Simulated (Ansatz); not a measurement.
# Boron (R-3m, 12 atoms a cell): the gap up the ladder of methods

Aim: the gap of Boron (R-3m, 12 atoms a cell) at several levels of theory on one structure, with the time that each takes.

Main program and level: Ansatz 0.2.0; density functionals, hybrids and G0W0, plane waves, PAW.

Report form: the programs' logs are mostly left out.

In doubt: masses and optical values from hybrid runs of this build are listed as unsure (step 9), which bears on the screening that GW takes from such a start.

## 1. The structure

Symmetry: R-3m, No. 166, trigonal system. The conventional cell has a = 4.918 Å, b = 4.918 Å, c = 12.581 Å, α = 90.00°, β = 90.00°, γ = 120.00°. B has 6 B at 1.67 to 1.81 Å nearest. Nearest to B lie 5 B at 1.79 to 1.81 Å.

The cell and positions come from the Crystallography Open Database and are kept as given unless a step says otherwise. The default PAW set here is soft_2. Its files were made with PBE.

## 2. LDA on the 6×6×6 mesh

This step: DFT, LDA, plane waves, PAW.

input.yaml

```yaml
crystal:
  lattice:
    - [2.45895, 1.4196754444, 4.1935]
    - [-2.45895, 1.4196754444, 4.1935]
    - [0.0, -2.8393508888, 4.1935]
  atoms:
    - { symbol: B, position: [0.01019, 0.65361, 0.01019] }
    - { symbol: B, position: [0.01019, 0.01019, 0.65361] }
    - { symbol: B, position: [0.65361, 0.01019, 0.01019] }
    - { symbol: B, position: [0.98981, 0.34639, 0.98981] }
    - { symbol: B, position: [0.34639, 0.98981, 0.98981] }
    - { symbol: B, position: [0.98981, 0.98981, 0.34639] }
    - { symbol: B, position: [0.22118, 0.6306, 0.22118] }
    - { symbol: B, position: [0.22118, 0.22118, 0.6306] }
    - { symbol: B, position: [0.6306, 0.22118, 0.22118] }
    - { symbol: B, position: [0.77882, 0.3694, 0.77882] }
    - { symbol: B, position: [0.3694, 0.77882, 0.77882] }
    - { symbol: B, position: [0.77882, 0.77882, 0.3694] }
kpoints:
  mp_grid: { grid: [6, 6, 6] }
  band_path:
    path:
      - [0.0, 0.0, 0.0]
      - [0.5, 0.5, 0.5]
      - [0.7569262561, 0.2430737439, 0.5]
      - [0.5, -0.2430737439, 0.2430737439]
      - [0.5, 0.0, 0.0]
      - [0.371536872, -0.371536872, 0.0]
      - [0.628463128, 0.0, 0.371536872]
      - [0.5, 0.0, 0.5]
      - [0.1, 0.1, 0.1]
    npoints: 1
hamiltonian:
  xc: lda
scf:
  occupations: { method: fixed }
  n_extra_bands: 8
output:
  forces: true
  stress: true
  eigenvalues: true
  write_density: true
  write_potential: true
  elf: true
  volumetric_format: npy
```

Started as:

```
$ ansatz run input.yaml --threads 3 --pin off --max-ram 64512MiB --backend cuda --events-out ev --progress --plain --runs-dir out --devices 1 --max-vram 24GiB  # rebuilt from the run's record
```

The job ended after 2.4 s (1 × NVIDIA H100 80GB HBM3 (shared by 3 runs) with 3 threads of AMD EPYC 7R13 (Zen 3), shared host; peak memory 0.97 GiB).

Numbers from this step:

```yaml
pressure: -10.70 GPa
gap: 1.442 eV
valence_top_at: T
conduction_bottom_at: Γ
least_direct_gap: 1.779 eV
```

Over mesh and listed points the gap is 1.442 eV, from k = (0.500, 0.500, 0.500) to k = Γ. The least direct gap found is 1.779 eV, at k = (0.100, 0.100, 0.100). The pressure in this cell is -11 GPa; the cell is kept.

## 3. PBE on the 6×6×6 mesh

Levels along a band path and on the mesh show where this functional puts the band edges.

This step: DFT, PBE, plane waves, PAW.

input.yaml, the sections that differ from step 2:

```yaml
kpoints:
  mp_grid: { grid: [6, 6, 6] }
  band_path:
    path:
      - [[0.0, 0.0, 0.0], [0.5, 0.5, 0.5], [0.7569262560558, 0.2430737439442, 0.5]]
      - [[0.5000000000027, -0.2430737439477, 0.243073743945], [0.5000000000007, -2.447925573948e-12, 1.748498272775e-12], [0.0, 0.0, 0.0], [0.3715368719752, -0.3715368719752, -1.312157074073e-17]]
      - [[0.6284631280293, -1.777564659196e-12, 0.3715368719725], [0.5000000000024, -6.993566221803e-13, 0.4999999999983], [0.0, 0.0, 0.0]]
    npoints: 10
hamiltonian:
  xc: pbe
scf:
  occupations: { method: fermi_dirac, width: 0.02 }
  n_extra_bands: 8
# crystal, output: as in step 2
```

Run time: 5.1 s. Hardware: 1 × NVIDIA H100 80GB HBM3 (shared by 3 runs) with 3 threads; peak memory 1 GiB.

This step gave:

* pressure: -2.574 GPa
* filled bands: 18
* gap: 1.445 eV
* valence top at: T
* conduction bottom at: F
* least direct gap: 1.837 eV

Over mesh and path the gap is 1.445 eV, from k = (0.500, 0.500, 0.500) to k = (0.500, 0.000, 0.500). The least direct gap found is 1.837 eV, at k = (0.100, 0.100, 0.100). PBE against LDA: 1.445 − 1.442 = +0.003 eV. Mesh, set of files and cutoff are the same, but the conduction bottom lies at another k point, so this need not be the shift of one pair of states.

## 4. r2SCAN on the 6×6×6 mesh

r2SCAN is a meta-GGA: it depends on the kinetic-energy density as well as on the density and its gradient.

This step: DFT, r2SCAN, plane waves, PAW.

input.yaml: that of step 3 with these lines changed.

```diff
@@ -22,10 +22,16 @@
     path:
-      - [[0.0, 0.0, 0.0], [0.5, 0.5, 0.5], [0.7569262560558, 0.2430737439442, 0.5]]
-      - [[0.5000000000027, -0.2430737439477, 0.243073743945], [0.5000000000007, -2.447925573948e-12, 1.748498272775e-12], [0.0, 0.0, 0.0], [0.3715368719752, -0.3715368719752, -1.312157074073e-17]]
-      - [[0.6284631280293, -1.777564659196e-12, 0.3715368719725], [0.5000000000024, -6.993566221803e-13, 0.4999999999983], [0.0, 0.0, 0.0]]
-    npoints: 10
+      - [0.0, 0.0, 0.0]
+      - [0.5, 0.5, 0.5]
+      - [0.7569262561, 0.2430737439, 0.5]
+      - [0.5, -0.2430737439, 0.2430737439]
+      - [0.5, 0.0, 0.0]
+      - [0.371536872, -0.371536872, 0.0]
+      - [0.628463128, 0.0, 0.371536872]
+      - [0.5, 0.0, 0.5]
+      - [0.1, 0.1, 0.1]
+    npoints: 1
 hamiltonian:
-  xc: pbe
+  xc: r2scan
 scf:
-  occupations: { method: fermi_dirac, width: 0.02 }
+  occupations: { method: fixed }
   n_extra_bands: 8
@@ -35,5 +41 @@
   eigenvalues: true
-  write_density: true
-  write_potential: true
-  elf: true
-  volumetric_format: npy
```

The job ended after 2.8 s (1 × NVIDIA H100 80GB HBM3 (shared by 3 runs) with 3 threads; peak memory 1.1 GiB).

This step gave:

| Property | Result |
| --- | --- |
| pressure | -3.650 GPa |
| gap | 1.531 eV |
| valence top at | T |
| conduction bottom at | F |
| least direct gap | 1.951 eV |

Over mesh and listed points the gap is 1.531 eV, from k = (0.500, 0.500, 0.500) to k = (0.500, 0.000, 0.500). The least direct gap found is 1.951 eV, at k = (0.100, 0.100, 0.100). r2SCAN against PBE: 1.531 − 1.445 = +0.086 eV. The runs also differ in plane-wave cutoff (420 eV and 500 eV), so how much of this comes from the functional alone is not known.

## 5. HSE06 on the 4×4×4 mesh

HSE06 mixes in a quarter of exact exchange at short range.

This step: DFT, HSE06, plane waves, PAW.

input.yaml: that of step 4 with these lines changed.

```diff
@@ -19,3 +19,3 @@
 kpoints:
-  mp_grid: { grid: [6, 6, 6] }
+  mp_grid: { grid: [4, 4, 4] }
   band_path:
@@ -33,3 +33,3 @@
 hamiltonian:
-  xc: r2scan
+  xc: hse06
 scf:
```

Elapsed: 18 s, on 1 × NVIDIA H100 80GB HBM3 (shared by 3 runs) with 3 threads; peak memory 1.5 GiB.

Numbers from this step:

| Item | Value |
| --- | --- |
| gap | 2.011 eV |
| valence top at | T |
| conduction bottom at | Γ |
| least direct gap | 2.403 eV |
| exact-exchange fraction | 0.25 |

Over mesh and listed points the gap is 2.011 eV, from k = (0.500, 0.500, 0.500) to k = Γ. The least direct gap found is 2.403 eV, at k = (0.100, 0.100, 0.100). HSE06 against LDA: 2.011 − 1.442 = +0.569 eV. The runs also differ in mesh (6×6×6 and 4×4×4), so how much of this comes from the functional alone is not known. The program's warnings for this run: stress exchange threshold loose; stress scf threshold loose.

## 6. PBE0 on the 4×4×4 mesh

PBE0 mixes in a quarter of exact exchange at all distances.

This step: DFT, PBE0, plane waves, PAW.

input.yaml: that of step 5 with these lines changed.

```diff
@@ -33,3 +33,3 @@
 hamiltonian:
-  xc: hse06
+  xc: pbe0
 scf:
```

It took 20 s on 1 × NVIDIA H100 80GB HBM3 (shared by 3 runs) with 3 threads; peak memory 1.5 GiB; 41 s of CPU time.

Numbers from this step:

```yaml
gap: 2.676 eV
valence_top_at: T
conduction_bottom_at: Γ
least_direct_gap: 3.079 eV
exact_exchange_fraction: 0.25
```

Over mesh and listed points the gap is 2.676 eV, from k = (0.500, 0.500, 0.500) to k = Γ. The least direct gap found is 3.079 eV, at k = (0.100, 0.100, 0.100). PBE0 against HSE06: 2.676 − 2.011 = +0.665 eV, with the same mesh, files and cutoff, and both edges at the same k points. The program's warnings for this run: stress exchange threshold loose; stress scf threshold loose.

## 7. DDH-PBE0 on the 4×4×4 mesh

The input asks for a share of exact exchange of one over the crystal's ε∞, which the program works out first.

This step: DFT, dielectric-dependent PBE0 (fraction 1/eps_inf of PBE), plane waves, PAW.

input.yaml: that of step 6 with these lines changed.

```diff
@@ -18,2 +18,3 @@
     - { symbol: B, position: [0.77882, 0.77882, 0.3694] }
+  host: atoms
 kpoints:
@@ -33,3 +34,6 @@
 hamiltonian:
-  xc: pbe0
+  xc:
+    exchange: pbe
+    correlation: pbe
+    exx: { coeff: inverse_dielectric }
 scf:
```

Wall time 28 s (1 × NVIDIA H100 80GB HBM3 (shared by 3 runs) with 3 threads); peak memory 1.6 GiB.

This step gave:

- gap: 1.971 eV
- valence top at: T
- conduction bottom at: F
- least direct gap: 2.357 eV
- exact-exchange fraction: 0.1059

Over mesh and listed points the gap is 1.971 eV, from k = (0.500, 0.500, 0.500) to k = (0.500, 0.000, 0.500). The least direct gap found is 2.357 eV, at k = (0.100, 0.100, 0.100). DDH-PBE0 against PBE0: 1.971 − 2.676 = −0.705 eV. Mesh, set of files and cutoff are the same, but the conduction bottom lies at another k point, so this need not be the shift of one pair of states. The program's warnings for this run: stress exchange threshold loose; stress scf threshold loose.

## 8. G0W0@PBE, 4×4×4 mesh, 366 empty bands, screening to 150 eV

G0W0 replaces the xc potential by a self-energy built once from the orbitals of the start. Levels are corrected in the window of bands that the input names, at points of the mesh.

This step: G0W0 on PBE, plane waves, PAW.

input.yaml: that of step 7 with these lines changed.

```diff
@@ -18,28 +18,13 @@
     - { symbol: B, position: [0.77882, 0.77882, 0.3694] }
-  host: atoms
 kpoints:
   mp_grid: { grid: [4, 4, 4] }
-  band_path:
-    path:
-      - [0.0, 0.0, 0.0]
-      - [0.5, 0.5, 0.5]
-      - [0.7569262561, 0.2430737439, 0.5]
-      - [0.5, -0.2430737439, 0.2430737439]
-      - [0.5, 0.0, 0.0]
-      - [0.371536872, -0.371536872, 0.0]
-      - [0.628463128, 0.0, 0.371536872]
-      - [0.5, 0.0, 0.5]
-      - [0.1, 0.1, 0.1]
-    npoints: 1
 hamiltonian:
-  xc:
-    exchange: pbe
-    correlation: pbe
-    exx: { coeff: inverse_dielectric }
+  xc: pbe
 scf:
   occupations: { method: fixed }
-  n_extra_bands: 8
-output:
-  forces: true
-  stress: true
-  eigenvalues: true
+gw:
+  n_empty_bands: 366
+  ecut_chi: 150.0
+  qp_bands: [v4, c4]
+  qp_kpoints: band_edges
+  screening: { model: contour_deformation }
```

Elapsed: 19 s, on 1 × NVIDIA H100 80GB HBM3 (shared by 3 runs) with 3 threads; peak memory 1.6 GiB; 28 s of CPU time.

Numbers from this step:

| Item | Value |
| --- | --- |
| bands summed | 384 |
| RPA ε∞ on this mesh (eigenvalues) | 7.439, 10.32, 10.32 |
| plane waves in the screening matrix | 345 |
| G0W0 gap over the corrected points | 1.915 eV |
| k of the valence top | -0.5, -0.5, -0.5 |
| k of the conduction bottom | 0, 0, 0 |
| starting gap on the mesh | 1.446 eV |
| Z at the valence top | 0.7927 |
| Z at the conduction bottom | 0.8049 |
| least direct G0W0 gap over the corrected points | 2.293 eV |

Over all 13 irreducible mesh points the G0W0 gap is 1.915 eV, from k = (-0.500, -0.500, -0.500) to k = Γ. The PBE gap of this run on the mesh is 1.446 eV. Other states bound it: the two that bound the G0W0 gap lie 1.498 eV apart in PBE, so state for state the correction is 1.915 − 1.498 = +0.417 eV, while gap against gap it is 1.915 − 1.446 = +0.469 eV.

## 9. G0W0@HSE06, 4×4×4 mesh, 366 empty bands, screening to 150 eV

This step: G0W0 on HSE06, plane waves, PAW.

input.yaml: that of step 8 with these lines changed.

```diff
@@ -21,3 +21,3 @@
 hamiltonian:
-  xc: pbe
+  xc: hse06
 scf:
```

Elapsed: 35 s, on 1 × NVIDIA H100 80GB HBM3 (shared by 3 runs) with 3 threads; peak memory 1.8 GiB; 53 s of CPU time.

Numbers from this step:

```
bands summed                                    : 384
RPA ε∞ on this mesh (eigenvalues)               : 6.248, 8.267, 8.267
plane waves in the screening matrix             : 345
G0W0 gap over the corrected points              : 2.133 eV
k of the valence top                            : -0.5, -0.5, -0.5
k of the conduction bottom                      : 0, 0, 0
starting gap on the mesh                        : 2.011 eV
Z at the valence top                            : 0.8142
Z at the conduction bottom                      : 0.8257
least direct G0W0 gap over the corrected points : 2.517 eV
```

Over all 13 irreducible mesh points the G0W0 gap is 2.133 eV, from k = (-0.500, -0.500, -0.500) to k = Γ. The HSE06 gap of this run on the mesh is 2.011 eV. The two states that bound the G0W0 gap lie that far apart at the start, so the correction of the gap is 2.133 − 2.011 = +0.122 eV. G0W0@HSE06 against G0W0@PBE with 384 bands: 2.133 − 1.915 = +0.218 eV, with the same mesh, files and cutoffs, and both edges at the same k points.

(Part 1 of 2 ends here.)

[Paths, hosts, dates, memory and timing lines, banners, echoed tables and standing remarks are left out of the program output.]

[Logs are printed without paths, hosts, clocks, repeated set-up lines and the standing remarks that a program may print on its own settings, such as how far it seeks lower states.]

[Runs of the session that timed out or met a known fault of the program may be left out.]

[Cells called generated may have been cut or substituted from an entry of the Crystallography Open Database or the Materials Project.]

[Hosts, paths, dates, database ids (printed as entryN), source tags and the programs' standing remarks are cut or masked in the printed files.]

[Where an RPA ε∞ is given, it is that of the G0W0 mesh and is not shown converged in it. Names of k-points follow the symmetry that the program found, which can be lower than the space group named. Band edges on a path are those of the sampled points; other points can move an edge, and change direct to indirect where valleys lie close.]

[Hybrid gaps are those of their k-mesh and are not shown converged in it.]
